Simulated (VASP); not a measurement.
# W (Im-3m) in VASP: notebook, part 2 of 3

VASP 6.6.1.

## 3. Relaxation of the atoms, PBEsol (a relaxed cell with its volume scaled by 0.94)

Contents of INCAR:

```
SYSTEM = W
ALGO = Fast
EDIFF = 1E-7
EDIFFG = -0.01
ENCUT = 600
GGA = PS
IBRION = 2
ISIF = 2
ISMEAR = 1
LASPH = .TRUE.
LCHARG = .FALSE.
LREAL = .FALSE.
LWAVE = .FALSE.
NELM = 80
NSW = 40
PREC = Accurate
SIGMA = 0.1
```

Contents of KPOINTS:

```
k-points
0
G
  16 16 16
  0 0 0
```

Contents of POSCAR:

```
W                                       
1.0
   -1.5454015522      1.5454015522      1.5454015522
    1.5454015522     -1.5454015522      1.5454015522
    1.5454015522      1.5454015522     -1.5454015522
  W             
     1
Direct
     0.0000000000000000    0.0000000000000000    0.0000000000000000
```

Potentials or basis: VASP PAW PBE potentials, release 64 (W_sv).

On the command line:

```bash
> cat potpaw_PBE.64/W_sv/POTCAR > POTCAR
> mpirun -np 1 vasp_std > vasp.out
```

OUTCAR:

```text
SYSTEM = W
   EDIFF = 1E-7
   EDIFFG = -0.01
   ENCUT = 600
   GGA = PS
   IBRION = 2
   ISIF = 2
   ISMEAR = 1
   LASPH = .TRUE.
   LREAL = .FALSE.
   NELM = 80
   NSW = 40
   PREC = Accurate

 ion  position               nearest neighbor table
   1  0.000  0.000  0.000-

  LATTYP: Found a body centered cubic cell.
 ALAT       =     3.0908031044

  Lattice vectors:

 A1 = (  -1.5454015522,   1.5454015522,   1.5454015522)
 A2 = (   1.5454015522,  -1.5454015522,   1.5454015522)
 A3 = (   1.5454015522,   1.5454015522,  -1.5454015522)

Analysis of symmetry for initial positions (statically):
=====================================================================
 Subroutine PRICEL returns:
 Original cell was already a primitive cell.

 Routine SETGRP: Setting up the symmetry group for a
 body centered cubic supercell.

 Subroutine GETGRP returns: Found 48 space group operations
 (whereof 48 operations were pure point group operations)
 out of a pool of 48 trial point group operations.

The static configuration has the point symmetry O_h .

Analysis of symmetry for dynamics (positions and initial velocities):
=====================================================================
 Subroutine PRICEL returns:
 Original cell was already a primitive cell.

 Routine SETGRP: Setting up the symmetry group for a
 body centered cubic supercell.

 Subroutine GETGRP returns: Found 48 space group operations
 (whereof 48 operations were pure point group operations)
 out of a pool of 48 trial point group operations.

The dynamic configuration has the point symmetry O_h .

 Subroutine INISYM returns: Found 48 space group operations
 (whereof 48 operations are pure point group operations),
 and found     1 'primitive' translations

----------------------------------------------------------------------------------------

                                     Primitive cell

  volume of cell :      14.7633

  direct lattice vectors                    reciprocal lattice vectors
    -1.545401552  1.545401552  1.545401552     0.000000000  0.323540506  0.323540506
     1.545401552 -1.545401552  1.545401552     0.323540506  0.000000000  0.323540506
     1.545401552  1.545401552 -1.545401552     0.323540506  0.323540506  0.000000000

  length of vectors
     2.676714007  2.676714007  2.676714007     0.457555371  0.457555371  0.457555371

  position of ions in fractional coordinates (direct lattice)
     0.000000000  0.000000000  0.000000000

  ion indices of the primitive-cell ions
   primitive index   ion index
                 1           1

----------------------------------------------------------------------------------------

 KPOINTS: k-points

Automatic generation of k-mesh.
 Grid dimensions read from file:
 generate k-points for:   16   16   16

 Generating k-lattice:

  Cartesian coordinates                     Fractional coordinates (reciprocal lattice)
     0.000000000  0.020221282  0.020221282     0.062500000  0.000000000  0.000000000
     0.020221282  0.000000000  0.020221282     0.000000000  0.062500000  0.000000000
     0.020221282  0.020221282  0.000000000     0.000000000  0.000000000  0.062500000

  Length of vectors
     0.028597211  0.028597211  0.028597211

  Shift w.r.t. Gamma in fractional coordinates (k-lattice)
     0.000000000  0.000000000  0.000000000

 Subroutine IBZKPT returns following result:
 ===========================================

 Found    145 irreducible k-points:

 Following reciprocal coordinates:
            Coordinates               Weight
  0.000000  0.000000  0.000000      1.000000
  0.062500  0.000000  0.000000     12.000000
  0.125000  0.000000  0.000000     12.000000
  0.187500  0.000000  0.000000     12.000000
  0.250000  0.000000  0.000000     12.000000
  0.312500  0.000000  0.000000     12.000000
[... 16 lines left out ...]
  0.187500  0.187500  0.000000     24.000000
  0.250000  0.187500  0.000000     48.000000
 [... further k-points ...]
   k-points           NKPTS =    145   k-points in BZ     NKDIM =    145   number of bands    NBANDS=     11
   number of dos      NEDOS =    301   number of ions     NIONS =      1
   total plane-waves  NPLWV =  13824
   dimension x,y,z NGX =    24 NGY =   24 NGZ =   24
   dimension x,y,z NGXF=    48 NGYF=   48 NGZF=   48
   ions per type =               1
   NGX,Y,Z   is equivalent  to a cutoff of  14.91, 14.91, 14.91 a.u.
   NGXF,Y,Z  is equivalent  to a cutoff of  29.81, 29.81, 29.81 a.u.
 SYSTEM =  W
   PREC   = accura    normal or accurate (medium, high low for compatibility)
   ISTART =      0    job   : 0-new  1-cont  2-samecut
   ICHARG =      2    charge: 1-file 2-atom 10-const
   ISPIN  =      1    spin polarized calculation?
   LNONCOLLINEAR =      F non collinear calculations
   LSORBIT =      F    spin-orbit coupling
   LASPH  =      T    aspherical Exc in radial PAW
   ENCUT  =  600.0 eV  44.10 Ry    6.64 a.u.   5.35  5.35  5.35*2*pi/ulx,y,z
   NELM   =     80;   NELMIN=  2; NELMDL= -5     # of ELM steps
   EDIFF  = 0.1E-06   stopping-criterion for ELM
   LREAL  =      F    real-space projection
   EDIFFG = -.1E-01   stopping-criterion for IOM
   NSW    =     40    number of steps for IOM
   IBRION =      2    ionic relax: 0-MD 1-quasi-New 2-CG
   NFREE  =      1    steps in history (QN), initial steepest desc. (CG)
   ISIF   =      2    stress and relaxation
   ISYM   =      2    0-nonsym 1-usesym 2-fastsym
   POTIM  = 0.5000    time-step for ionic-motion
   TEBEG  =    0.0;   TEEND  =   0.0 temperature during run
   PSTRESS=    0.0 pullay stress
   NELECT =      14.0000    total number of electrons
   NUPDOWN=      -1.0000    fix difference up-down
   EMIN   =  10.00;   EMAX   =-10.00  energy-range for DOS
   EFERMI =   0.00;   METHOD = LEGACY
   ISMEAR =     1;   SIGMA  =   0.10  broadening in eV -4-tet -1-fermi 0-gaus
   EFERMI_NEDOS =   21; number of points for ismear=-14 and -15
   IALGO  =     68    algorithm
   IMIX   =      4    mixing-type and parameters
     AMIX     =   0.40;   BMIX     =  1.00
     AMIX_MAG =   1.60;   BMIX_MAG =  1.00
  volume/ion in A,a.u.               =      14.76        99.63
  Fermi-wavevector in a.u.,A,eV,Ry     =   1.608383  3.039403 35.196860  2.586896
  Thomas-Fermi vector in A             =   2.704261
   LORBIT       =      0    0 simple, 1 ext, 2 COOP (PROOUT), +10 PAW based schemes
   GGA     = PS    functional components
   LHFCALC =     F    Hartree Fock is set to
   AEXX    =    0.0000 exact exchange contribution
   IVDW    =     0    specifies the selected vdW correction
   LEPSILON=     F    determine dielectric tensor
   LRPA    =     F    only Hartree local field effects (RPA)
 conjugate gradient relaxation of ions
 non-spin polarized calculation
 RMM-DIIS sequential band-by-band and
 Methfessel and Paxton  Order N= 1 SIGMA  =   0.10
  energy-cutoff  :      600.00
  volume of cell :       14.76
 maximum number of plane-waves:       531
 NGX is ok and might be reduce to    24
   NGX = 11   NGY = 11   NGZ = 11

 number of electron      14.0000000 magnetization

 Free energy of the ion-electron system (eV)
  ---------------------------------------------------
  ext. energy  EPLUGINS =         0.00000000
  ---------------------------------------------------
  free energy    TOTEN  =       -13.74349790 eV

  energy without entropy =      -13.74301228  energy(sigma->0) =      -13.74333603

 E-fermi :  12.3682     XC(G=0): -14.1683

 val. band max:       12.3620331479   @ k =  -0.3125   0.3125   0.1875
 cond. band min:      12.4009426988   @ k =   0.0625   0.0625   0.0625
 fundamental gap:      0.0389095510
 Fermi energy:        12.3681639646

 k-point     1 :       0.0000    0.0000    0.0000
  band No.  band energies     occupation
      1     -61.7299      2.00000
      2     -25.1669      2.00000
      3     -25.1669      2.00000
      4     -25.1669      2.00000
      5       2.2896      2.00000
      6      10.9666      2.00000
      7      10.9666      2.00000
      8      10.9666      2.00000
      9      14.7364      0.00000
     10      14.7364      0.00000
     11      27.0271      0.00000
[... 309 lines left out ...]
 k-point    24 :       0.2500    0.1875    0.0000
  band No.  band energies     occupation
      1     -61.5668      2.00000
      2     -26.4525      2.00000
      3     -25.7018      2.00000
      4     -25.3097      2.00000
      5       6.7012      2.00000
      6       8.9007      2.00000
      7       9.8934      2.00000
      8      13.9990     -0.00000
      9      15.7410      0.00000
     10      18.1935      0.00000
     11      25.6349      0.00000

 [... further k-points ...]
[... 5 lines left out ...]
  --------------------------------------------------------------------------------------
  -------------------------------------------------------------------------------------
  Total        2.1360449      2.1360449      2.1360449     -0.0000000     -0.0000000      0.0000000
  in kB      231.8125405    231.8125405    231.8125405     -0.0000000     -0.0000000      0.0000000
  external PRESSURE =     231.8125405 kB  Pullay stress =       0.0000000 kB

 VOLUME and BASIS-vectors are now :
 -----------------------------------------------------------------------------
  energy-cutoff  :      600.00
  volume of cell :       14.76
      direct lattice vectors                 reciprocal lattice vectors
    -1.545401552  1.545401552  1.545401552     0.000000000  0.323540506  0.323540506
     1.545401552 -1.545401552  1.545401552     0.323540506  0.000000000  0.323540506
     1.545401552  1.545401552 -1.545401552     0.323540506  0.323540506  0.000000000

 POSITION                                       TOTAL-FORCE (eV/Angst)
 -----------------------------------------------------------------------------------
      0.00000      0.00000      0.00000         0.000000      0.000000      0.000000
 -----------------------------------------------------------------------------------
    total drift:                                0.000000      0.000000     -0.000000

  FREE ENERGIE OF THE ION-ELECTRON SYSTEM (eV)
  ---------------------------------------------------
  free  energy   TOTEN  =       -13.7434979000 eV

  energy  without entropy=      -13.7430122820  energy(sigma->0) =      -13.74333603

 reached required accuracy - stopping structural energy minimisation
```

CONTCAR:

```text
W
   1.00000000000000
    -1.5454015522000000    1.5454015522000000    1.5454015522000000
     1.5454015522000000   -1.5454015522000000    1.5454015522000000
     1.5454015522000000    1.5454015522000000   -1.5454015522000000
  W
     1
Direct
     0.0000000000000000    0.0000000000000000    0.0000000000000000

  0.00000000E+00  0.00000000E+00  0.00000000E+00
```

Run time: 11 s. Hardware: 1 thread of Intel Xeon 6975P-C (Granite Rapids), shared host; peak memory 0.16 GiB.

What came out:

| Quantity | Value |
| --- | --- |
| Free energy | -13.7435 eV |
| Pressure after relaxing | 23.2 GPa |
| Band gap on the k mesh | none (metal or under the smearing width) |

Final structure:
```xyz
1
Lattice="-1.5454 1.5454 1.5454 1.5454 -1.5454 1.5454 1.5454 1.5454 -1.5454" Properties=species:S:1:pos:R:3 pbc="T T T"
W     0.0000    0.0000    0.0000
```

Caveat: the relaxation stopped at its first step, so nothing moved; the PAW data sets were made with another functional, which shifts forces and pressure a little. The run has no spin-orbit coupling, so splittings on W are missing.

(Continued in part 3 of 3.)
